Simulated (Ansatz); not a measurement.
**MgS (Niningerite) in Ansatz: convergence with k mesh**

Input of the first run (k mesh 3 × 3 × 3); the others differ in this setting and in those tied to it:

The input input.yaml:

```yaml
crystal:
  lattice:
    - [0.0, 2.60165, 2.60165]
    - [2.60165, 0.0, 2.60165]
    - [2.60165, 2.60165, 0.0]
  atoms:
    - { symbol: S, position: [0.5, 0.5, 0.5] }
    - { symbol: Mg, position: [0.0, 0.0, 0.0] }
hamiltonian:
  xc: pbe
  pseudopotentials: { kind: paw }
kpoints:
  mp_grid: { grid: [3, 3, 3] }
scf:
  occupations: { method: fermi_dirac, width: 0.1 }
output:
  forces: true
  stress: true
  eigenvalues: true
```

Potentials or basis: Ansatz PAW.

Command:

```sh
$ ansatz run input.yaml --threads 2 --pin off --max-ram 5632MiB --backend cpu --events-out ev --progress --plain --runs-dir out
```

Hardware: 2 threads of AMD EPYC 9R14 (Zen 4), on a shared host.

The values tried are 3 × 3 × 3, 4 × 4 × 4, 5 × 5 × 5, 6 × 6 × 6, 8 × 8 × 8, 10 × 10 × 10, 12 × 12 × 12, 14 × 14 × 14, loosest first. From which on does the energy stay within 1 meV/atom of the tightest run that finished?

From 8 × 8 × 8 on.

| k mesh | energy less the tightest run, at zero smearing (meV/atom) | pressure (GPa) | gap on the mesh (eV) | SCF cycles | CPU time (s) | peak memory (GiB) |
| --- | --- | --- | --- | --- | --- | --- |
| 3 × 3 × 3 | 115.25 | 2.73 | 3.684 | 6 | 0.36 | 0.28 |
| 4 × 4 × 4 | 23.88 | 1.53 | 2.766 | 6 | 0.39 | 0.31 |
| 5 × 5 × 5 | 5.57 | 1.26 | 3.197 | 7 | 1.4 | 0.32 |
| 6 × 6 × 6 | 1.42 | 1.19 | 2.788 | 7 | 0.5 | 0.29 |
| 8 × 8 × 8 | 0.11 | 1.16 | 2.790 | 7 | 0.66 | 0.33 |
| 10 × 10 × 10 | 0.01 | 1.16 | 2.790 | 6 | 0.78 | 0.34 |
| 12 × 12 × 12 | 0.00 | 1.16 | 2.790 | 7 | 1 | 0.35 |
| 14 × 14 × 14 | 0.00 | 1.16 | 2.790 | 6 | 1.3 | 0.38 |

Against the tightest run, the pressure stays within 0.1 GPa from 5 × 5 × 5 on; the gap on the mesh stays within 0.01 eV from 6 × 6 × 6 on. Meshes of other sizes hit other points, so gaps and Fermi surfaces needn't settle smoothly. The tightest run that finished is the yardstick and may itself not be fully converged.
